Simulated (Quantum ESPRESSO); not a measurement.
# SnTe (Fm-3m) in Quantum ESPRESSO: a series of runs

The runs below take SnTe through single point, with r2SCAN-X.

All numbers are computed with Quantum ESPRESSO 7.5; they aren't measurements. Logs are shortened: lines on timing, memory, paths and dates and some standing lists are left out, and cuts for length are marked.

### Step 1. The structure

Symmetry: Fm-3m, No. 225, cubic system. The conventional cell has a = 6.302 Å, b = 6.302 Å, c = 6.302 Å, α = 90.00°, β = 90.00°, γ = 90.00°. Around Te (site symmetry m-3m) lie 6 Sn at 3.15 Å. Sn (site symmetry m-3m) is surrounded by 6 Te at 3.15 Å.

### Step 2. Single point, r2SCAN-X

File pw.in:

```
&CONTROL
  calculation = 'scf'
  prefix = 'pwscf'
  outdir = './tmp'
  pseudo_dir = './pseudo'
  tprnfor = .true.
  disk_io = 'low'
/
&SYSTEM
  ibrav = 0
  nat = 2
  ntyp = 2
  ecutwfc = 70
  nbnd = 21
  input_dft = 'XC-005I-000I-000I-000I-497L-498L'
  occupations = 'smearing'
  smearing = 'fd'
  degauss = 0.00367493
  nqx1 = 2
  nqx2 = 2
  nqx3 = 2
  ecutfock = 140
  exx_fraction = 0.25
  nosym = .true.
/
&ELECTRONS
  conv_thr = 1d-07
  electron_maxstep = 120
  mixing_beta = 0.5
  adaptive_thr = .true.
/
ATOMIC_SPECIES
Te   127.6000 Te_ONCV_PBE-1.2.upf
Sn   118.7100 Sn_ONCV_PBE-1.2.upf
CELL_PARAMETERS angstrom
   0.0000000000    3.1508500000    3.1508500000
   3.1508500000    0.0000000000    3.1508500000
   3.1508500000    3.1508500000    0.0000000000
ATOMIC_POSITIONS crystal
Te     0.5000000000    0.5000000000    0.5000000000
Sn     0.0000000000    0.0000000000    0.0000000000
K_POINTS automatic
2 2 2 0 0 0
```

File pp_density.in:

```
&INPUTPP
  prefix = 'pwscf'
  outdir = './tmp'
  filplot = 'density.dat'
  plot_num = 0
/
&PLOT
  nfile = 1
  filepp(1) = 'density.dat'
  iflag = 3
  output_format = 6
  fileout = 'density.cube'
/
```

File pp_potential.in:

```
&INPUTPP
  prefix = 'pwscf'
  outdir = './tmp'
  filplot = 'potential.dat'
  plot_num = 11
/
&PLOT
  nfile = 1
  filepp(1) = 'potential.dat'
  iflag = 3
  output_format = 6
  fileout = 'potential.cube'
/
```

File pp_elf.in:

```
&INPUTPP
  prefix = 'pwscf'
  outdir = './tmp'
  filplot = 'elf.dat'
  plot_num = 8
/
&PLOT
  nfile = 1
  filepp(1) = 'elf.dat'
  iflag = 3
  output_format = 6
  fileout = 'elf.cube'
/
```

Potentials or basis: SG15 PBE 1.2.

Run with:

```sh
OMP_NUM_THREADS=1 mpirun -n 2 pw.x -in pw.in > pw.out
OMP_NUM_THREADS=1 mpirun -n 1 pp.x -in pp_density.in > pp_density.out
OMP_NUM_THREADS=1 mpirun -n 1 pp.x -in pp_potential.in > pp_potential.out
OMP_NUM_THREADS=1 mpirun -n 1 pp.x -in pp_elf.in > pp_elf.out
```

pw.out:

```text
This program is part of the open-source Quantum ESPRESSO suite
     for quantum simulation of materials; please cite
         "P. Giannozzi et al., J. Phys.:Condens. Matter 21 395502 (2009);
         "P. Giannozzi et al., J. Phys.:Condens. Matter 29 465901 (2017);
         "P. Giannozzi et al., J. Chem. Phys. 152 154105 (2020);
     in publications or presentations arising from this work. More details at

     Message from routine matching_shortIDs:
     WARNING: an LDA/GGA functional has been found, but Libxc GGA/mGGA functionals already include the LDA/GGA terms.

     IMPORTANT: XC functional enforced from input :
     Exchange-correlation= XC-005I-000I-000I-000I-497L-498L
                           (   5   0   0   0   0 497 498)
     EXX-fraction              =        1.00
     Any further DFT definition will be discarded
     Please, verify this is what you really want

     EXX fraction changed:   0.25

     Subspace diagonalization in iterative solution of the eigenvalue problem:
     a serial algorithm will be used

     EXX: q-point mesh:     2    2    2
     EXX: setup a grid of 8 q-points centered on each k-point
     (k+q)-points:
   0.0000000   0.0000000   0.0000000         1    1
  -0.3535534  -0.3535534   0.3535534         2    1
  -0.3535534   0.3535534  -0.3535534         3    1
  -0.7071068  -0.0000000   0.0000000         4    1
   0.3535534  -0.3535534  -0.3535534         5    1
  -0.0000000  -0.7071068   0.0000000         6    1
   0.0000000  -0.0000000  -0.7071068         7    1
  -0.3535534  -0.3535534  -0.3535534         8    1

     --------------------
     sticks:   dense  smooth     PW     G-vecs:    dense   smooth      PW
     Min         684     684    189                16742    16742    2513
     Max         685     685    190                16745    16745    2516
     Sum        1369    1369    379                33487    33487    5029

     Using Slab Decomposition

     bravais-lattice index     =            0
     lattice parameter (alat)  =       8.4206  a.u.
     unit-cell volume          =     422.1918 (a.u.)^3
     number of atoms/cell      =            2
     number of atomic types    =            2
     number of electrons       =        30.00
     number of Kohn-Sham states=           21
     kinetic-energy cutoff     =      70.0000  Ry
     charge density cutoff     =     280.0000  Ry
     cutoff for Fock operator  =     140.0000  Ry
     scf convergence threshold =      1.0E-07
     mixing beta               =       0.5000
     number of iterations used =            8  plain     mixing
     Exchange-correlation= XC-005I-000I-000I-000I-497L-498L
                           (   5   0   0   0   0 497 498)
     EXX-fraction              =        0.25

     celldm(1)=   8.420572  celldm(2)=   0.000000  celldm(3)=   0.000000
     celldm(4)=   0.000000  celldm(5)=   0.000000  celldm(6)=   0.000000

     crystal axes: (cart. coord. in units of alat)
               a(1) = (   0.000000   0.707107   0.707107 )
               a(2) = (   0.707107   0.000000   0.707107 )
               a(3) = (   0.707107   0.707107   0.000000 )

     reciprocal axes: (cart. coord. in units 2 pi/alat)
               b(1) = ( -0.707107  0.707107  0.707107 )
               b(2) = (  0.707107 -0.707107  0.707107 )
               b(3) = (  0.707107  0.707107 -0.707107 )

     PseudoPot. # 1 for Te read from file:
     Te_ONCV_PBE-1.2.upf
     Pseudo is Norm-conserving, Zval = 16.0
     Generated using ONCVPSP code by D. R. Hamann
     Using radial grid of  602 points,  6 beta functions with:
                l(1) =   0
                l(2) =   0
                l(3) =   1
                l(4) =   1
                l(5) =   2
                l(6) =   2

     PseudoPot. # 2 for Sn read from file:
     Sn_ONCV_PBE-1.2.upf
     Pseudo is Norm-conserving, Zval = 14.0
     Generated using ONCVPSP code by D. R. Hamann
     Using radial grid of  602 points,  6 beta functions with:
                l(1) =   0
                l(2) =   0
                l(3) =   1
                l(4) =   1
                l(5) =   2
                l(6) =   2

     atomic species   valence    mass     pseudopotential
     Te               16.00   127.60000     Te( 1.00)
     Sn               14.00   118.71000     Sn( 1.00)

     No symmetry found

   Cartesian axes

     site n.     atom                  positions (alat units)
         1        Te     tau(   1) = (   0.7071068   0.7071068   0.7071068  )
         2        Sn     tau(   2) = (   0.0000000   0.0000000   0.0000000  )

     number of k points=     8  Fermi-Dirac smearing, width (Ry)=  0.0037
                       cart. coord. in units 2pi/alat
        k(    1) = (   0.0000000   0.0000000   0.0000000), wk =   0.2500000
        k(    2) = (  -0.3535534  -0.3535534   0.3535534), wk =   0.2500000
        k(    3) = (  -0.3535534   0.3535534  -0.3535534), wk =   0.2500000
        k(    4) = (  -0.7071068   0.0000000   0.0000000), wk =   0.2500000
        k(    5) = (   0.3535534  -0.3535534  -0.3535534), wk =   0.2500000
        k(    6) = (   0.0000000  -0.7071068   0.0000000), wk =   0.2500000
        k(    7) = (   0.0000000   0.0000000  -0.7071068), wk =   0.2500000
        k(    8) = (  -0.3535534  -0.3535534  -0.3535534), wk =   0.2500000

     Dense  grid:    33487 G-vectors     FFT dimensions: (  45,  45,  45)

     WARNING: libxc functional with ID  497 depends
      on external parameters: check the user_guide of
      QE if you need to modify them or to check their
      default values.

     WARNING: libxc functional with ID  498 depends
      on external parameters: check the user_guide of
      QE if you need to modify them or to check their
      default values.
     EXX: ACE will be initialized later

     Initial potential from superposition of free atoms

     starting charge      29.8745, renormalised to      30.0000
     Starting wfcs are random

     Self-consistent Calculation

     iteration #  1     ecut=    70.00 Ry     beta= 0.50
     Davidson diagonalization with overlap
     ethr =  1.00E-02,  avg # of iterations =  9.6

     total energy              =    -323.32226520 Ry
     estimated scf accuracy    <      78.48050511 Ry

     iteration #  2     ecut=    70.00 Ry     beta= 0.50
     Davidson diagonalization with overlap
     ethr =  1.00E-02,  avg # of iterations =  1.1
[... 74 lines left out ...]
!    total energy              =    -323.61308321 Ry
     estimated scf accuracy    <       0.00096265 Ry
     smearing contrib. (-TS)   =      -0.00000006 Ry
     internal energy E=F+TS    =    -323.61308315 Ry

     convergence has been achieved in   5 iterations

     Using ACE for calculation of exact exchange

     EXX grid:    11791 G-vectors     FFT dimensions: (  32,  32,  32)
     ACE projected onto    21 (nbndproj) and applied to    21 (nbnd) bands

     EXX: now go back to refine exchange calculation

     Self-consistent Calculation

     iteration #  1     ecut=    70.00 Ry     beta= 0.50
     Davidson diagonalization with overlap
     ethr =  7.35E-06,  avg # of iterations =  7.8

     total energy              =    -292.85764773 Ry
     estimated scf accuracy    <       2.74508934 Ry
[... 429 lines left out ...]
!    total energy              =    -293.00027920 Ry
     estimated scf accuracy    <       0.00000008 Ry
     smearing contrib. (-TS)   =      -0.00000007 Ry
     internal energy E=F+TS    =    -293.00027913 Ry

     convergence has been achieved in   1 iterations

     Using ACE for calculation of exact exchange
     ACE projected onto    21 (nbndproj) and applied to    21 (nbnd) bands

!!   total energy              =    -293.00027921 Ry
     Harris-Foulkes estimate   =    -293.00027925 Ry
     est. exchange err (dexx)  =       0.00000001 Ry
     - averaged Fock potential =      12.95117616 Ry
     + Fock energy (ACE)       =      -6.47556530 Ry

     EXX self-consistency reached

     Forces acting on atoms (cartesian axes, Ry/au):

     atom    1 type  1   force =     0.00000898    0.00000125    0.00002729
     atom    2 type  2   force =    -0.00000898   -0.00000125   -0.00002729

     Total force =     0.000041     Total SCF correction =     0.001315
     SCF correction compared to forces is large: reduce conv_thr to get better values

=------------------------------------------------------------------------------=
   JOB DONE.
=------------------------------------------------------------------------------=
```

Run time: 1.8 min. Hardware: 2 MPI ranks of Arm Neoverse V1, shared host; peak memory 0.24 GiB.

What came out:

- Free energy: -3986.4719 eV
- Band gap on the k mesh: 1.45 eV, direct

Caveat: the k mesh is coarse (spacing up to 0.86 Å⁻¹), so the values aren't converged; the mesh is coarse for exact exchange, which widens gaps; spin-orbit coupling is left out, which moves the levels of the heavy elements. A k mesh can miss the band edges.

### Step 3. Single point, r2SCAN-X

Changes to pw.in since step 2:

```diff
@@ -6,3 +6,3 @@
   tprnfor = .true.
-  disk_io = 'low'
+  disk_io = 'nowf'
 /
@@ -22,3 +22,3 @@
   ecutfock = 140
-  exx_fraction = 0.25
+  exx_fraction = 0.35
   nosym = .true.
```

Potentials or basis: SG15 PBE 1.2.

Run with:

```sh
OMP_NUM_THREADS=1 mpirun -n 2 pw.x -in pw.in > pw.out
```

It took 1.7 min on 2 MPI ranks of Arm Neoverse V1, shared host; peak memory 0.24 GiB.

It converged, with:

* Free energy: -3982.3804 eV
* Band gap on the k mesh: 1.95 eV, direct

Levels at points of the mesh, in eV from the valence-band top:
```csv
k point,band 13,band 14,band 15,band 16,band 17,band 18
"(0.00, 0.00, 0.00)",-2.44,-2.44,-2.44,5.27,5.27,5.27
"(0.00, 0.00, -0.50)",-1.88,-1.88,0.00,1.95,2.01,2.01
"(0.00, -0.50, 0.00)",-1.88,-1.88,0.00,1.95,2.01,2.01
"(0.00, -0.50, -0.50)",-6.15,-4.17,-4.17,4.74,6.95,6.95
"(-0.50, 0.00, 0.00)",-1.88,-1.88,0.00,1.95,2.01,2.01
"(-0.50, 0.00, -0.50)",-6.15,-4.17,-4.17,4.74,6.95,6.95
"(-0.50, -0.50, 0.00)",-6.15,-4.17,-4.17,4.74,6.95,6.95
"(-0.50, -0.50, -0.50)",-1.88,-1.88,0.00,1.95,2.01,2.01
```

Caveat: the k mesh is coarse (spacing up to 0.86 Å⁻¹), so the values aren't converged; the mesh is coarse for exact exchange, which widens gaps; spin-orbit coupling is left out, which moves the levels of the heavy elements.

[end of part 1 of 2]
